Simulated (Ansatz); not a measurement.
# ZnSe (Stilleite): single point with PBE

**Measured values to compare with.**

“Alloy Disordering Effects on the Thermal Conductivity and Energy Gap Temperature Dependence of Cd1−xZnxSe Ternary Crystals Grown by the Bridgman Method”, 2023, pmc:10253836 reports, for a bulk crystal of ZnSe at 300 K: band gap 2.695 ± 0.003 eV (an exciton energy, a little under the gap).

Crystal: ZnSe (Stilleite).

```
Se Zn
1.0
     0.00000    2.83380    2.83380
     2.83380    0.00000    2.83380
     2.83380    2.83380    0.00000
Se Zn
1 1
Direct
  0.75000 0.75000 0.75000
  0.00000 0.00000 0.00000
```

```
Program             : Ansatz 0.2.0
Task                : single point
Functional          : PBE
Potentials or basis : Ansatz PAW
Cutoff              : 420 eV (not typed: the program's choice for these potentials)
k mesh              : 8 × 8 × 8
Occupations         : gaussian, width 0.026 eV
Spin                : no spin polarisation
```

```
Pressure               : 2.1 GPa
Band gap on the k mesh : 1.29 eV, direct
```

Levels at points of the mesh, in eV from the valence-band top:
```
             k point  band 12  band 13  band 14  band 15  band 16  band 17
  (0.00, 0.00, 0.00)     0.00     0.00     0.00     1.29     5.81     5.81
 (0.00, 0.00, -0.50)    -5.23    -0.87    -0.87     2.55     6.39     6.39
(0.00, -0.50, -0.50)    -4.75    -2.18    -2.18     2.99     3.47    10.73
```

It took 2.6 s on 2 threads of Intel(R) Xeon(R) Processor @ 2.70GHz, on a shared host, peak memory 0.36 GiB.

Measured gap of ZnSe: 2.695 eV (an exciton energy, a little under the gap; 300 K; “Alloy Disordering Effects on the Thermal Conductivity and Energy Gap Temperature Dependence of Cd1−xZnxSe Ternary Crystals Grown by the Bridgman Method”, 2023, pmc:10253836). This calculation gives 1.29 eV (-1.41 eV). So large a miss can be the level of theory's own, or it may mean another phase, state or a wrong row. Spin-orbit coupling on Se is left out. The value is that of PBE, without temperature or zero-point motion. Semilocal functionals fall short of measured gaps as a rule.
